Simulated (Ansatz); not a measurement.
Migration of Si in Si

Theory: DFT PBE, scalar-relativistic, plane waves, PAW in Ansatz 0.2.0. Run with 420 eV cutoff, 2×2×2 k-mesh, shifted by half a step, Gaussian smearing of 0.02 eV, no spin polarisation.

In a supercell of 32 host sites with charge -2, Si trades places with a neighbouring Si vacancy, moving 1.83 Å between the relaxed ends. Climbing-image nudged elastic band at fixed cell with images 0 (start) to 6 (end), the path measured over all atoms, converged to 0.05 eV/Å; the order of the saddle wasn't checked, and the small cell leaves errors of about a tenth of an eV.

Command:

```bash
ansatz run input.yaml --threads 8 --pin off --max-ram 20480MiB --backend cpu --events-out ev --progress --plain --runs-dir out
```

Input:

```yaml
crystal:
  lattice:
    - [5.4700937548, 5.4700937548, 5.4700937548]
    - [5.4700937548, -5.4700937548, -5.4700937548]
    - [-5.4700937548, 5.4700937548, -5.4700937548]
  atoms:
    - { symbol: Si, position: [0.721474265, 0.75, 0.25] }
    - { symbol: Si, position: [-0.0002178416, 0.75, 0.0018292108] }
    - { symbol: Si, position: [0.7481707892, 0.4979529476, 0.4981707892] }
    - { symbol: Si, position: [0.2518292108, 0.75, 0.7497821584] }
    - { symbol: Si, position: [-0.0002178416, 0.5018292108, 0.25] }
    - { symbol: Si, position: [0.5, 0.75, 0.471474265] }
    - { symbol: Si, position: [0.278525735, 0.528525735, 0.028525735] }
    - { symbol: Si, position: [0.7520470524, 0.2502178416, 0.7502178416] }
    - { symbol: Si, position: [0.0002178416, 0.2502178416, 0.5020470524] }
    - { symbol: Si, position: [0.5, 0.5018292108, 0.7497821584] }
    - { symbol: Si, position: [0.7481707892, -0.0018292108, -0.0020470524] }
    - { symbol: Si, position: [0.2518292108, 0.2497821584, 0.25] }
    - { symbol: Si, position: [0.5, 0.2497821584, 0.0018292108] }
    - { symbol: Si, position: [0.0002178416, 0.0020470524, 0.7502178416] }
    - { symbol: Si, position: [0.2479529476, -0.0018292108, 0.4981707892] }
    - { symbol: Si, position: [0.5, -0.028525735, 0.25] }
    - { symbol: Si, position: [0.7491290489, 0.75, 0.0071111109] }
    - { symbol: Si, position: [0.5, 0.5071111109, 0.4991290489] }
    - { symbol: Si, position: [0.0, 0.75, 0.75] }
    - { symbol: Si, position: [0.7491290489, 0.5071111109, 0.25] }
    - { symbol: Si, position: [0.2571111109, 0.75, 0.4991290489] }
    - { symbol: Si, position: [0.0079820621, 0.5008709511, 0.0008709511] }
    - { symbol: Si, position: [0.5, 0.25, 0.75] }
    - { symbol: Si, position: [0.7428888891, 0.2420179379, 0.4928888891] }
    - { symbol: Si, position: [0.2508709511, 0.5008709511, 0.7579820621] }
    - { symbol: Si, position: [0.5, -0.0008709511, 0.0071111109] }
    - { symbol: Si, position: [0.0, 0.25, 0.25] }
    - { symbol: Si, position: [0.2508709511, 0.2579820621, 0.0008709511] }
    - { symbol: Si, position: [0.7428888891, -0.0071111109, 0.7420179379] }
    - { symbol: Si, position: [-0.0079820621, -0.0071111109, 0.4928888891] }
    - { symbol: Si, position: [0.2571111109, -0.0008709511, 0.25] }
total_charge: -2
basis:
  ecutwfc: 420
  xc_grid: 2
kpoints:
  mp_grid: { grid: [2, 2, 2], shift: [0.5, 0.5, 0.5] }
hamiltonian:
  xc: pbe
scf:
  occupations: { method: gaussian, width: 0.02 }
output:
  forces: true
neb:
  images: 5
  f_tol: 0.05
  max_iterations: 70
  order_check: false
  final_atoms:
    - { symbol: Si, position: [0.5285257791, 0.75, 0.25] }
    - { symbol: Si, position: [-0.0071111212, 0.75, 0.0008709476] }
    - { symbol: Si, position: [0.75, 0.5008709476, 0.4928888788] }
    - { symbol: Si, position: [0.25, 0.75, 0.75] }
    - { symbol: Si, position: [-0.0071111212, 0.5008709476, 0.25] }
    - { symbol: Si, position: [0.5008709476, 0.75, 0.4928888788] }
    - { symbol: Si, position: [0.2579820688, 0.5071111212, 0.0071111212] }
    - { symbol: Si, position: [0.75, 0.25, 0.75] }
    - { symbol: Si, position: [-0.0008709476, 0.2420179312, 0.4991290524] }
    - { symbol: Si, position: [0.5071111212, 0.5071111212, 0.7579820688] }
    - { symbol: Si, position: [0.75, -0.0071111212, 0.0008709476] }
    - { symbol: Si, position: [0.25, 0.25, 0.25] }
    - { symbol: Si, position: [0.5071111212, 0.2579820688, 0.0071111212] }
    - { symbol: Si, position: [-0.0008709476, -0.0008709476, 0.7420179312] }
    - { symbol: Si, position: [0.2420179312, -0.0008709476, 0.4991290524] }
    - { symbol: Si, position: [0.5008709476, -0.0071111212, 0.25] }
    - { symbol: Si, position: [0.75, 0.75, 0.0285257791] }
    - { symbol: Si, position: [0.5018292153, 0.5018292153, 0.5020470486] }
    - { symbol: Si, position: [-0.0018292153, 0.75, 0.7502178333] }
    - { symbol: Si, position: [0.75, 0.5285257791, 0.25] }
    - { symbol: Si, position: [0.2502178333, 0.75, 0.4981707847] }
    - { symbol: Si, position: [0.0020470486, 0.5018292153, 0.0018292153] }
    - { symbol: Si, position: [0.4979529514, 0.2497821667, 0.7497821667] }
    - { symbol: Si, position: [0.75, 0.2502178333, 0.4981707847] }
    - { symbol: Si, position: [0.2497821667, 0.4979529514, 0.7497821667] }
    - { symbol: Si, position: [0.5018292153, 0.0020470486, 0.0018292153] }
    - { symbol: Si, position: [-0.0018292153, 0.2502178333, 0.25] }
    - { symbol: Si, position: [0.2497821667, 0.2497821667, -0.0020470486] }
    - { symbol: Si, position: [0.75, -0.0018292153, 0.7502178333] }
    - { symbol: Si, position: [-0.0285257791, -0.0285257791, 0.4714742209] }
    - { symbol: Si, position: [0.2502178333, -0.0018292153, 0.25] }
```

Course of the band:

```
iteration largest band force (eV/Å) climbing image energies over image 0 (eV)
        1                      0.438               3  0.000 0.107 0.319 0.430 0.319 0.107 0.000
        2                      0.326               3  0.000 0.056 0.184 0.212 0.184 0.056 0.000
        3                      0.708               3  0.000 0.090 0.117 0.455 0.117 0.090 0.000
        4                      0.197               4  0.000 0.063 0.119 0.098 0.119 0.063 0.000
        5                      0.181               4  0.000 0.082 0.126 0.082 0.150 0.043 0.000
        6                      0.256               4  0.000 0.088 0.090 0.096 0.105 0.022 0.000
        7                      0.462               3  0.000 0.085 0.091 0.092 0.085 0.022 0.000
        8                      0.422               4  0.000 0.093 0.086 0.102 0.122 0.032 0.000
        9                      0.320               4  0.000 0.074 0.099 0.089 0.134 0.049 0.000
       10                      0.026               4  0.000 0.071 0.102 0.082 0.135 0.040 0.000
```

Final band:

```
image path (Å) E − E(0) (eV) Si x (Å) Si y (Å) Si z (Å) force on Si (eV/Å)
    0      0.00          0.000     6.682     1.211    -1.524                0.00
    1      0.39          0.071     6.496     1.026    -1.709                0.28
    2      0.77          0.102     6.313     0.842    -1.893                0.14
    3      1.16          0.082     6.106     0.636    -2.099                0.04
    4      1.55          0.135     5.903     0.432    -2.303                0.03
    5      1.84          0.040     5.763     0.293    -2.443                0.22
    6      2.12          0.000     5.626     0.156    -2.579                0.00
```

Barrier 0.14 eV. It took 7.5 min on 8 threads of Intel(R) Xeon(R) Processor @ 2.50GHz (Skylake/Cascade Lake) (shared host), peak memory 3.7 GiB.